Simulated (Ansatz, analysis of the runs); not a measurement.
# A homologous series of junctions, from (CF2)2 chain with nitrile ends, between Au (111) faces with adatoms, part 3 of 4

Aim: the decay constant of the conductance with molecular length.

Ansatz 0.2.0; DFT PBE, plane waves, PAW; relaxation of a junction, electrodes held but for their tips (the session's first sound run).

So far, conductance of the junction (G₀): step 3 (transmission, 57 atoms, molecule perfluoroalkane C2 …) 0.0128.

### 5. Relaxation of the scattering region, 63 atoms, molecule perfluoroalkane C4, nitrile ends, units 4

This step: DFT PBE, plane waves, PAW; relaxation of a junction, electrodes held but for their tips (Ansatz 0.2.0).

System of this step: (CF2)4 chain with nitrile ends, between Au (111) faces with adatoms. The cell holds 63 atoms: 47 Au, 2 N, 6 C and 8 F. Its edges and angles: a = 8.825 Å, b = 8.825 Å, c = 26.678 Å, α = 90.0°, β = 90.0°, γ = 60.0°. Electrodes: Au (111) 3x3 face with an adatom; the apex atoms were set 12.603 Å apart; the free molecule is N#CC(F)(F)C(F)(F)C(F)(F)C(F)(F)C#N. Regions: lower lead, 28 atoms (28 Au); bridge, 16 atoms (2 N, 6 C and 8 F); upper lead, 19 atoms (19 Au). The structure is stacked along c, and the current runs across the ab planes.

The bridge and the electrodes' tips relax, while 45 atoms stay at the lead's spacing, so that the ends still repeat as a lead.

The input, input.yaml:

```yaml
crystal:
  lattice:
    - [8.8246926292, 0.0, 0.0]
    - [4.4123463146, 7.6424079975, 0.0]
    - [0.0, 0.0, 26.6776656458]
  atoms:
    - { symbol: Au, position: [0.833333333, 0.833333333, 0.0] }
    - { symbol: Au, position: [0.833333333, 0.166666667, 0.0] }
    - { symbol: Au, position: [0.833333333, 0.5, 0.0] }
    - { symbol: Au, position: [0.166666667, 0.833333333, 0.0] }
    - { symbol: Au, position: [0.166666667, 0.166666667, 0.0] }
    - { symbol: Au, position: [0.166666667, 0.5, 0.0] }
    - { symbol: Au, position: [0.5, 0.833333333, 0.0] }
    - { symbol: Au, position: [0.5, 0.166666667, 0.0] }
    - { symbol: Au, position: [0.5, 0.5, 0.0] }
    - { symbol: Au, position: [0.944444444, 0.944444444, 0.090029508] }
    - { symbol: Au, position: [0.944444444, 0.277777778, 0.090029508] }
    - { symbol: Au, position: [0.944444444, 0.611111111, 0.090029508] }
    - { symbol: Au, position: [0.277777778, 0.944444444, 0.090029508] }
    - { symbol: Au, position: [0.277777778, 0.277777778, 0.090029508] }
    - { symbol: Au, position: [0.277777778, 0.611111111, 0.090029508] }
    - { symbol: Au, position: [0.611111111, 0.944444444, 0.090029508] }
    - { symbol: Au, position: [0.611111111, 0.277777778, 0.090029508] }
    - { symbol: Au, position: [0.611111111, 0.611111111, 0.090029508] }
    - { symbol: Au, position: [0.055555556, 0.055555556, 0.180059017] }
    - { symbol: Au, position: [0.055555556, 0.388888889, 0.180059017] }
    - { symbol: Au, position: [0.055555556, 0.722222222, 0.180059017] }
    - { symbol: Au, position: [0.388888889, 0.055555556, 0.180059017] }
    - { symbol: Au, position: [0.388888889, 0.388888889, 0.180059017] }
    - { symbol: Au, position: [0.388888889, 0.722222222, 0.180059017] }
    - { symbol: Au, position: [0.722222222, 0.055555556, 0.180059017] }
    - { symbol: Au, position: [0.722222222, 0.388888889, 0.180059017] }
    - { symbol: Au, position: [0.722222222, 0.722222222, 0.180059017] }
    - { symbol: Au, position: [0.5, 0.5, 0.263786459] }
    - { symbol: "N", position: [0.443621885, 0.499999832, 0.344689311] }
    - { symbol: C, position: [0.414023097, 0.499999744, 0.387163706] }
    - { symbol: C, position: [0.377260674, 0.499999778, 0.440809437] }
    - { symbol: F, position: [0.218885923, 0.642325152, 0.451218518] }
    - { symbol: F, position: [0.361210899, 0.357674649, 0.451218529] }
    - { symbol: C, position: [0.519925589, 0.499999603, 0.47244178] }
    - { symbol: F, position: [0.677690451, 0.357700841, 0.461231786] }
    - { symbol: F, position: [0.535392174, 0.642298057, 0.461231749] }
    - { symbol: C, position: [0.48007443, 0.499999738, 0.527558217] }
    - { symbol: F, position: [0.32230948, 0.642298374, 0.538768209] }
    - { symbol: F, position: [0.464608069, 0.35770116, 0.538768252] }
    - { symbol: C, position: [0.622739238, 0.499999818, 0.559190554] }
    - { symbol: F, position: [0.638788806, 0.642325049, 0.548781436] }
    - { symbol: F, position: [0.781114067, 0.357674553, 0.548781483] }
    - { symbol: C, position: [0.585976831, 0.499999908, 0.612836291] }
    - { symbol: "N", position: [0.556378075, 0.49999994, 0.655310677] }
    - { symbol: Au, position: [0.5, 0.5, 0.736213541] }
    - { symbol: Au, position: [0.277777778, 0.277777778, 0.819940983] }
    - { symbol: Au, position: [0.277777778, 0.611111111, 0.819940983] }
    - { symbol: Au, position: [0.277777778, 0.944444444, 0.819940983] }
    - { symbol: Au, position: [0.611111111, 0.277777778, 0.819940983] }
    - { symbol: Au, position: [0.611111111, 0.611111111, 0.819940983] }
    - { symbol: Au, position: [0.611111111, 0.944444444, 0.819940983] }
    - { symbol: Au, position: [0.944444444, 0.277777778, 0.819940983] }
    - { symbol: Au, position: [0.944444444, 0.611111111, 0.819940983] }
    - { symbol: Au, position: [0.944444444, 0.944444444, 0.819940983] }
    - { symbol: Au, position: [0.388888889, 0.388888889, 0.909970492] }
    - { symbol: Au, position: [0.388888889, 0.722222222, 0.909970492] }
    - { symbol: Au, position: [0.388888889, 0.055555556, 0.909970492] }
    - { symbol: Au, position: [0.722222222, 0.388888889, 0.909970492] }
    - { symbol: Au, position: [0.722222222, 0.722222222, 0.909970492] }
    - { symbol: Au, position: [0.722222222, 0.055555556, 0.909970492] }
    - { symbol: Au, position: [0.055555556, 0.388888889, 0.909970492] }
    - { symbol: Au, position: [0.055555556, 0.722222222, 0.909970492] }
    - { symbol: Au, position: [0.055555556, 0.055555556, 0.909970492] }
kpoints:
  mp_grid: { grid: [2, 2, 1] }
scf:
  occupations: { method: fermi_dirac, width: 0.1 }
hamiltonian:
  xc: pbe
relax:
  constraints:
    - { sites: [0, 1, 2, 3, 4, 5, 6, 7, 8, 9, 10, 11, 12, 13, 14, 15, 16, 17, 18, 19, 20, 21, 22, 23, 24, 25, 26, 45, 46, 47, 48, 49, 50, 51, 52, 53, 54, 55, 56, 57, 58, 59, 60, 61, 62] }
  f_tol: 0.05
  max_steps: 35
```

Started as:

```
> ansatz run input.yaml --threads 16 --pin off --max-ram 61440MiB --backend cuda --events-out ev --progress --plain --runs-dir out
```

Numbers of over 12 decimals in the logs are rounded to 6 here.

Output:

```text
[...]
SCF 1 converged in 10 iterations: F = -626741.405088 eV  dr2 = 3.99e-5
[...]
SCF 2 converged in 6 iterations: F = -626741.786866 eV  dr2 = 5.15e-5
[...]
SCF 3 converged in 5 iterations: F = -626741.875139 eV  dr2 = 5.71e-5
[...]
SCF 4 converged in 6 iterations: F = -626741.902923 eV  dr2 = 2.41e-6
[...]
SCF 5 converged in 8 iterations: F = -626741.909369 eV  dr2 = 3.09e-8
[...]
- { symbol: C, position: [0.614745, 0.500022, 0.566746] }
    - { symbol: F, position: [0.629402, 0.644582, 0.558985] }
    - { symbol: F, position: [0.773973, 0.355476, 0.558976] }
    - { symbol: C, position: [0.559090, 0.500017, 0.618950] }
    - { symbol: N, position: [0.515662, 0.499993, 0.660197] }
[...]
- { symbol: Au, position: [0.722222222, 0.055556, 0.909970492] }
    - { symbol: Au, position: [0.055556, 0.388888889, 0.909970492] }
    - { symbol: Au, position: [0.055556, 0.722222, 0.909970492] }
    - { symbol: Au, position: [0.055556, 0.055556, 0.909970492] }
[key lines of the parts left out:]
SCF converged after 7 iterations
```

Run time: 9.5 s. Hardware: 1 × NVIDIA GB200 with 16 threads of Arm Neoverse V2, shared host; peak memory 1.8 GiB; 28 s of CPU time.

Relaxation path:

```tsv
step	energy less that of the first step (eV)	largest force component (eV/Å)
1	0.0000	1.2485
2	-0.3818	0.9863
3	-0.4701	0.4347
4	-0.4978	0.0777
5	-0.5043	0.4296
6	-0.5124	0.1361
7	-0.5130	0.0355
```

The atoms that moved most (Å):

```tsv
atom	dx	dy	dz	length
N29	0.359	0.000	-0.130	0.382
N44	-0.359	0.000	0.130	0.382
C30	0.237	0.000	-0.163	0.288
C43	-0.237	0.000	0.163	0.288
F41	-0.073	0.017	0.272	0.282
F33	0.073	-0.017	-0.272	0.282
F32	0.073	0.017	-0.272	0.282
F42	-0.073	-0.017	0.272	0.282
```

The largest force component on a free atom ends at 0.036 eV/Å, under the limit of 0.05. The apex atoms end 12.70 Å apart, and their nearest bridge atoms lie at 2.08 Å (Au–N) and 2.08 Å (Au–N).

### 6. Transmission between the leads, 63 atoms, molecule perfluoroalkane C4, nitrile ends, units 4

This step: DFT PBE, plane waves, PAW; transmission of a junction between electrodes (Ansatz 0.2.0).

The transmission is computed for this geometry in the same way.

input.yaml: that of step 5 with these lines changed.

```diff
@@ -33,20 +33,20 @@
     - { symbol: Au, position: [0.722222222, 0.722222222, 0.180059017] }
-    - { symbol: Au, position: [0.5, 0.5, 0.263786459] }
-    - { symbol: "N", position: [0.443621885, 0.499999832, 0.344689311] }
-    - { symbol: C, position: [0.414023097, 0.499999744, 0.387163706] }
-    - { symbol: C, position: [0.377260674, 0.499999778, 0.440809437] }
-    - { symbol: F, position: [0.218885923, 0.642325152, 0.451218518] }
-    - { symbol: F, position: [0.361210899, 0.357674649, 0.451218529] }
-    - { symbol: C, position: [0.519925589, 0.499999603, 0.47244178] }
-    - { symbol: F, position: [0.677690451, 0.357700841, 0.461231786] }
-    - { symbol: F, position: [0.535392174, 0.642298057, 0.461231749] }
-    - { symbol: C, position: [0.48007443, 0.499999738, 0.527558217] }
-    - { symbol: F, position: [0.32230948, 0.642298374, 0.538768209] }
-    - { symbol: F, position: [0.464608069, 0.35770116, 0.538768252] }
-    - { symbol: C, position: [0.622739238, 0.499999818, 0.559190554] }
-    - { symbol: F, position: [0.638788806, 0.642325049, 0.548781436] }
-    - { symbol: F, position: [0.781114067, 0.357674553, 0.548781483] }
-    - { symbol: C, position: [0.585976831, 0.499999908, 0.612836291] }
-    - { symbol: "N", position: [0.556378075, 0.49999994, 0.655310677] }
-    - { symbol: Au, position: [0.5, 0.5, 0.736213541] }
+    - { symbol: Au, position: [0.4995475293, 0.5000768872, 0.2618845235] }
+    - { symbol: "N", position: [0.4843384782, 0.5000071989, 0.3398034428] }
+    - { symbol: C, position: [0.4409099299, 0.4999833367, 0.3810502842] }
+    - { symbol: C, position: [0.3852546076, 0.4999779336, 0.4332535248] }
+    - { symbol: F, position: [0.2260269297, 0.6445243513, 0.4410239098] }
+    - { symbol: F, position: [0.3705978904, 0.355417671, 0.4410146271] }
+    - { symbol: C, position: [0.5224283064, 0.499985632, 0.4714156351] }
+    - { symbol: F, position: [0.6786966077, 0.3554631625, 0.4615606062] }
+    - { symbol: F, position: [0.5342670992, 0.6444492441, 0.4615439996] }
+    - { symbol: C, position: [0.4775716936, 0.500014368, 0.5285843649] }
+    - { symbol: F, position: [0.3213033923, 0.6445368375, 0.5384393938] }
+    - { symbol: F, position: [0.4657329008, 0.3555507559, 0.5384560004] }
+    - { symbol: C, position: [0.6147453924, 0.5000220664, 0.5667464752] }
+    - { symbol: F, position: [0.6294021096, 0.644582329, 0.5589853729] }
+    - { symbol: F, position: [0.7739730703, 0.3554756487, 0.5589760902] }
+    - { symbol: C, position: [0.5590900701, 0.5000166633, 0.6189497158] }
+    - { symbol: "N", position: [0.5156615218, 0.4999928011, 0.6601965572] }
+    - { symbol: Au, position: [0.5004524707, 0.4999231128, 0.7381154765] }
     - { symbol: Au, position: [0.277777778, 0.277777778, 0.819940983] }
@@ -70,3 +70,3 @@
 kpoints:
-  mp_grid: { grid: [2, 2, 1] }
+  mp_grid: { grid: [4, 4, 1] }
 scf:
@@ -75,6 +75,7 @@
   xc: pbe
-relax:
-  constraints:
-    - { sites: [0, 1, 2, 3, 4, 5, 6, 7, 8, 9, 10, 11, 12, 13, 14, 15, 16, 17, 18, 19, 20, 21, 22, 23, 24, 25, 26, 45, 46, 47, 48, 49, 50, 51, 52, 53, 54, 55, 56, 57, 58, 59, 60, 61, 62] }
-  f_tol: 0.05
-  max_steps: 35
+output:
+  transmission: { leads: [[54, 8]], e_range: [-0.7, 0.7], de: 0.035, kmesh: [4, 4] }
+  dos: { projected: true, e_range: [-5, 4] }
+  write_potential: true
+  write_density: true
+  volumetric_format: npy
```

Output:

```text
[...]
Crystal: 63 atoms, lattice volume = 1799.192 Å³
Basis set: ecut = 420 eV, 35231 PW (Γ)
Bands: 590, of which v1, the nominal top of the filled ones, is band 492 counted from 1 (491 counted from 0)
Symmetry: 2 space group operations
[...]
k-points: 10 of 16
[...]
transmission: 360 of 400 steps passed
[...]
SCF converged after 12 iterations
[...]
--- Transmission ---
  basis      : 595 plane waves across, 40 finite elements along
  points     : 10, standing for a mesh of 4 x 4
  on the GPU : 10 of these points
[...]
filled         : 47.1 meV under the level at which it is neutral
    channels       : 7.687500e0 a spin
[...]
junction   : crystal 0 to crystal 0, 0.50 to 24.78 Å
    transmission   : 4.161202e-3 a spin
[...]
resistance     : 1.9834e0 Ω µm² beyond half of each lead's own
```

It took 3 min on 1 × NVIDIA GB200 with 16 threads; peak memory 15 GiB; 22 min of CPU time.

The conductance is 0.00439 G₀. The conductance is 0.34 times that of the last run that gave one. The lead's Hamiltonian steps by 36.4 meV, which the program calls too much for a lead. The largest term of the program's error estimate is 48 %, from the steps of its leads' Hamiltonians or their offsets.

### 7. Landauer integrals, 63 atoms

This step: Landauer integrals over the computed T(E), interpolated linearly between its energies (analysis of the runs above).

T(E) held rigid; rough near sharp steps of T(E). Conductance at 300 K against shift of the leads' level:

```tsv
shift of the leads' level (eV)	conductance at 300 K (G₀)
-0.350	6.8e-4
-0.300	8.5e-4
-0.250	0.00109
-0.200	0.00142
-0.150	0.00186
-0.100	0.00244
-0.050	0.00325
0.000	0.00441
0.050	0.00618
0.100	0.00897
0.150	0.0135
0.200	0.0212
0.250	0.0328
0.300	0.0500
0.350	0.085
```

The thermopower is -48.8 μV/K. The Lorenz ratio is 1.11, where the Wiedemann-Franz law gives 1. These values rest on a semilocal level alignment and on the mesh across the current. Moving the level by up to 0.1 eV either way gives -60 to -42 μV/K.

### 8. Relaxing the junction, 69 atoms, molecule perfluoroalkane C6, nitrile ends, units 6

This step: DFT PBE, plane waves, PAW; relaxation of a junction, electrodes held but for their tips (Ansatz 0.2.0).

System of this step: (CF2)6 chain with nitrile ends, between Au (111) faces with adatoms. The cell holds 69 atoms: 47 Au, 2 N, 8 C and 12 F. Cell: a = 8.825 Å, b = 8.825 Å, c = 29.048 Å, α = 90.0°, β = 90.0°, γ = 60.0°. Electrodes: Au (111) 3x3 face with an adatom; the apex atoms were set 14.973 Å apart; the free molecule is N#CC(F)(F)C(F)(F)C(F)(F)C(F)(F)C(F)(F)C(F)(F)C#N. Regions: lower lead, 28 atoms (28 Au); bridge, 22 atoms (2 N, 8 C and 12 F); upper lead, 19 atoms (19 Au). The structure is stacked along c, and the current runs across the ab planes.

The bridge and the electrodes' tips relax, while 45 atoms stay at the lead's spacing, so that the ends still repeat as a lead.

The input, input.yaml:

```yaml
crystal:
  lattice:
    - [8.8246926292, 0.0, 0.0]
    - [4.4123463146, 7.6424079975, 0.0]
    - [0.0, 0.0, 29.0478489157]
  atoms:
    - { symbol: Au, position: [0.833333333, 0.833333333, 0.0] }
    - { symbol: Au, position: [0.833333333, 0.166666667, 0.0] }
    - { symbol: Au, position: [0.833333333, 0.5, 0.0] }
    - { symbol: Au, position: [0.166666667, 0.833333333, 0.0] }
    - { symbol: Au, position: [0.166666667, 0.166666667, 0.0] }
    - { symbol: Au, position: [0.166666667, 0.5, 0.0] }
    - { symbol: Au, position: [0.5, 0.833333333, 0.0] }
    - { symbol: Au, position: [0.5, 0.166666667, 0.0] }
    - { symbol: Au, position: [0.5, 0.5, 0.0] }
    - { symbol: Au, position: [0.944444444, 0.944444444, 0.082683476] }
    - { symbol: Au, position: [0.944444444, 0.277777778, 0.082683476] }
    - { symbol: Au, position: [0.944444444, 0.611111111, 0.082683476] }
    - { symbol: Au, position: [0.277777778, 0.944444444, 0.082683476] }
    - { symbol: Au, position: [0.277777778, 0.277777778, 0.082683476] }
    - { symbol: Au, position: [0.277777778, 0.611111111, 0.082683476] }
    - { symbol: Au, position: [0.611111111, 0.944444444, 0.082683476] }
    - { symbol: Au, position: [0.611111111, 0.277777778, 0.082683476] }
    - { symbol: Au, position: [0.611111111, 0.611111111, 0.082683476] }
    - { symbol: Au, position: [0.055555556, 0.055555556, 0.165366952] }
    - { symbol: Au, position: [0.055555556, 0.388888889, 0.165366952] }
    - { symbol: Au, position: [0.055555556, 0.722222222, 0.165366952] }
    - { symbol: Au, position: [0.388888889, 0.055555556, 0.165366952] }
    - { symbol: Au, position: [0.388888889, 0.388888889, 0.165366952] }
    - { symbol: Au, position: [0.388888889, 0.722222222, 0.165366952] }
    - { symbol: Au, position: [0.722222222, 0.055555556, 0.165366952] }
    - { symbol: Au, position: [0.722222222, 0.388888889, 0.165366952] }
    - { symbol: Au, position: [0.722222222, 0.722222222, 0.165366952] }
    - { symbol: Au, position: [0.5, 0.5, 0.242262585] }
    - { symbol: "N", position: [0.429179375, 0.499999492, 0.315414231] }
    - { symbol: C, position: [0.391995297, 0.499999225, 0.353822202] }
    - { symbol: C, position: [0.345389396, 0.499999406, 0.402319958] }
    - { symbol: F, position: [0.185183122, 0.642323787, 0.410210222] }
    - { symbol: F, position: [0.327504451, 0.357676683, 0.410210118] }
    - { symbol: C, position: [0.482023753, 0.499997972, 0.433947989] }
    - { symbol: F, position: [0.641730051, 0.357660946, 0.42526341] }
    - { symbol: F, position: [0.499396215, 0.642333108, 0.425263378] }
    - { symbol: C, position: [0.432220906, 0.499998573, 0.483884749] }
    - { symbol: F, position: [0.272734199, 0.642129414, 0.492411097] }
    - { symbol: F, position: [0.414862773, 0.357869046, 0.492411107] }
    - { symbol: C, position: [0.567778006, 0.499997897, 0.516115094] }
    - { symbol: F, position: [0.585136014, 0.642127446, 0.507588618] }
    - { symbol: F, position: [0.727264803, 0.357867085, 0.507588811] }
    - { symbol: C, position: [0.517975137, 0.499998665, 0.566051866] }
    - { symbol: F, position: [0.35826804, 0.64233454, 0.574736354] }
    - { symbol: F, position: [0.500604552, 0.357662549, 0.574736649] }
    - { symbol: C, position: [0.654608434, 0.499999622, 0.597679817] }
    - { symbol: F, position: [0.814815732, 0.357676479, 0.589789655] }
    - { symbol: F, position: [0.672491012, 0.642323618, 0.589789472] }
    - { symbol: C, position: [0.608002899, 0.499999832, 0.646177598] }
    - { symbol: "N", position: [0.570819444, 0.49999989, 0.684585636] }
    - { symbol: Au, position: [0.5, 0.5, 0.757737415] }
    - { symbol: Au, position: [0.277777778, 0.277777778, 0.834633048] }
    - { symbol: Au, position: [0.277777778, 0.611111111, 0.834633048] }
    - { symbol: Au, position: [0.277777778, 0.944444444, 0.834633048] }
    - { symbol: Au, position: [0.611111111, 0.277777778, 0.834633048] }
    - { symbol: Au, position: [0.611111111, 0.611111111, 0.834633048] }
    - { symbol: Au, position: [0.611111111, 0.944444444, 0.834633048] }
    - { symbol: Au, position: [0.944444444, 0.277777778, 0.834633048] }
    - { symbol: Au, position: [0.944444444, 0.611111111, 0.834633048] }
    - { symbol: Au, position: [0.944444444, 0.944444444, 0.834633048] }
    - { symbol: Au, position: [0.388888889, 0.388888889, 0.917316524] }
    - { symbol: Au, position: [0.388888889, 0.722222222, 0.917316524] }
    - { symbol: Au, position: [0.388888889, 0.055555556, 0.917316524] }
    - { symbol: Au, position: [0.722222222, 0.388888889, 0.917316524] }
    - { symbol: Au, position: [0.722222222, 0.722222222, 0.917316524] }
    - { symbol: Au, position: [0.722222222, 0.055555556, 0.917316524] }
    - { symbol: Au, position: [0.055555556, 0.388888889, 0.917316524] }
    - { symbol: Au, position: [0.055555556, 0.722222222, 0.917316524] }
    - { symbol: Au, position: [0.055555556, 0.055555556, 0.917316524] }
kpoints:
  mp_grid: { grid: [2, 2, 1] }
scf:
  occupations: { method: fermi_dirac, width: 0.1 }
hamiltonian:
  xc: pbe
relax:
  constraints:
    - { sites: [0, 1, 2, 3, 4, 5, 6, 7, 8, 9, 10, 11, 12, 13, 14, 15, 16, 17, 18, 19, 20, 21, 22, 23, 24, 25, 26, 51, 52, 53, 54, 55, 56, 57, 58, 59, 60, 61, 62, 63, 64, 65, 66, 67, 68] }
  f_tol: 0.05
  max_steps: 35
```

Output:

```text
[...]
SCF 1 converged in 9 iterations: F = -630473.600151 eV  dr2 = 3.80e-5
[...]
SCF 2 converged in 7 iterations: F = -630474.150659 eV  dr2 = 2.14e-5
[...]
SCF 3 converged in 6 iterations: F = -630474.291519 eV  dr2 = 4.73e-6
[...]
SCF 4 converged in 6 iterations: F = -630474.327420 eV  dr2 = 3.27e-6
[...]
SCF 5 converged in 8 iterations: F = -630474.337267 eV  dr2 = 7.84e-8
[...]
- { symbol: F, position: [0.503868, 0.355160, 0.578190] }
    - { symbol: C, position: [0.649569, 0.499682, 0.606255] }
    - { symbol: F, position: [0.809709, 0.355206, 0.600330] }
    - { symbol: F, position: [0.664997, 0.644322, 0.600426] }
    - { symbol: C, position: [0.585333, 0.499457, 0.653061] }
    - { symbol: N, position: [0.529500, 0.499438, 0.689393] }
[...]
- { symbol: Au, position: [0.722222222, 0.055556, 0.917317] }
    - { symbol: Au, position: [0.055556, 0.388889, 0.917317] }
    - { symbol: Au, position: [0.055556, 0.722222, 0.917317] }
    - { symbol: Au, position: [0.055556, 0.055556, 0.917317] }
[key lines of the parts left out:]
SCF converged after 6 iterations
```

Wall time 11 s (1 × NVIDIA GB200 with 16 threads); peak memory 1.8 GiB.

Step by step:

```tsv
step	energy less that of the first step (eV)	largest force component (eV/Å)
1	0.0000	1.2692
2	-0.5505	1.0923
3	-0.6914	0.4772
4	-0.7273	0.1046
5	-0.7371	0.4119
6	-0.7450	0.0741
7	-0.7462	0.0633
8	-0.7464	0.0086
```

The atoms that moved most (Å):

```tsv
atom	dx	dy	dz	length
N29	0.367	0.004	-0.140	0.393
N50	-0.367	-0.004	0.140	0.393
F48	-0.057	0.015	0.309	0.315
F33	0.057	-0.015	-0.309	0.315
F47	-0.056	-0.019	0.306	0.312
F32	0.056	0.019	-0.306	0.312
C30	0.202	0.004	-0.200	0.285
C49	-0.202	-0.004	0.200	0.285
```

The largest force component on a free atom ends at 0.009 eV/Å, under the limit of 0.05. The apex atoms end 15.10 Å apart, and their nearest bridge atoms lie at 2.07 Å (Au–N) and 2.07 Å (Au–N).

[end of part 3 of 4]

[Logs are printed without paths, hosts, clocks, repeated set-up lines and the standing remarks that a program may print on its own settings, such as how far it seeks lower states.]

[Hosts, paths, dates, database ids (printed as entryN), source tags and the programs' standing remarks are cut or masked in the printed files.]
